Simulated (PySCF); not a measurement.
# Assigning NMR signals

Geometry:
```tsv
atom	x (Å)	y (Å)	z (Å)
O1	2.371	-0.288	0.044
C2	1.024	-0.199	0.031
C3	0.292	-1.391	-0.009
C4	-1.098	-1.350	-0.023
C5	-1.776	-0.130	0.002
C6	-1.044	1.054	0.042
C7	0.349	1.026	0.056
H8	2.746	0.599	0.071
H9	0.836	-2.338	-0.028
H10	-1.659	-2.287	-0.055
H11	-2.868	-0.105	-0.009
H12	-1.559	2.018	0.062
H13	0.920	1.959	0.087
```

Relativity neglected, averaged over atoms made equivalent by symmetry, fast rotation or ring inversion, one computed conformer, no solvent model. Geometry from PBE0-D3(BJ)/def2-SVP; J couplings at B3LYP/pcJ-1 (without the spin–dipole term); NMR shieldings at B3LYP/pcSseg-2/GIAO; PySCF 2.14.0 with density-fitted response routines.

Chemical shifts δ = σref − σ; 13C and 1H against TMS, all at this level.

Q: Assign these signals to the numbered atoms. 13C{1H} NMR (computed): δ 169.1, 139.7, 128.3, 121.9.

A: 
| δ (ppm) | atoms | environment | reason |
| --- | --- | --- | --- |
| 169.1 | C2 | aromatic carbon bearing oxygen | an ipso carbon deshielded by its heteroatom |
| 139.7 | C4/C6 | aromatic CH | the aromatic region |
| 128.3 | C5 | aromatic CH | – |
| 121.9 | C3/C7 | aromatic CH | – |

Q: Assign these signals to the numbered atoms. 1H NMR (400 MHz, computed): δ 7.35 (dd, J = 9.0, 8.2 Hz, 2H), 6.95 (t, J = 8.2 Hz, 1H), 6.79 (d, J = 9.0 Hz, 2H), 3.95 (br s, 1H).

A: 
7.35 → H10/H12, hydrogen on an aromatic CH: ring-current deshielding
6.95 → H11, hydrogen on an aromatic CH
6.79 → H9/H13, hydrogen on an aromatic CH
3.95 → H8, hydrogen on a phenol-type oxygen: exchangeable; this is the value without hydrogen bonding to other molecules

Exchangeable OH/NH protons stand at their gas-phase positions; hydrogen bonding in a real sample shifts them, mostly to higher δ. Multiplet labels drop couplings under 1 Hz and merge nearly equal ones. Couplings among chemically equivalent protons are left out too, so labels in AA′BB′ or AA′XX′ sets are apparent multiplicities. Unscaled 3J(H,H) at this level run about 10 % above measured values. Shifts are as computed. Against solution values, carbons near 30 ppm lie about +3 ppm off and those near 130 ppm about +8 ppm. Of 1211 compounds with measured shifts, 218 miss one by over three times the rms of a fit or turn the order of signals round; such compounds aren't used in these exercises.
